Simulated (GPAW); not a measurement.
Ir, 1 atom in the cell. Symmetry: Fm-3m, No. 225, cubic system. The conventional cell has a = 3.831 Å, b = 3.831 Å, c = 3.831 Å, α = 90.00°, β = 90.00°, γ = 90.00°. Around Ir (site symmetry m-3m) lie 12 Ir at 2.71 Å. 

| Property | Result |
| --- | --- |
| Program | GPAW 26.7.0 |
| Task | single point |
| Functional | PBE |
| Potentials or basis | GPAW PAW data sets (gpaw-data 1.2.1) |
| Cutoff | 600 eV |
| Basis | pw |
| k mesh | 12 × 12 × 12 |
| Occupations | gaussian, width 0.022 eV |
| Spin | no spin polarisation |
| Maxiter | 150 |

Potentials or basis: GPAW PAW data sets (gpaw-data 1.2.1), pw.

Command:

```bash
$ OMP_NUM_THREADS=1 python run.py
```

Hardware: 1 thread of Arm Neoverse V2, with other jobs on the host.

Q: Estimate the wall time of this run.

A: It took 7.8 s on 1 thread of Arm Neoverse V2, with other jobs on the host, peak memory 0.13 GiB. Counts: scf iterations 9, plane waves 495, bands 16, k points 72.
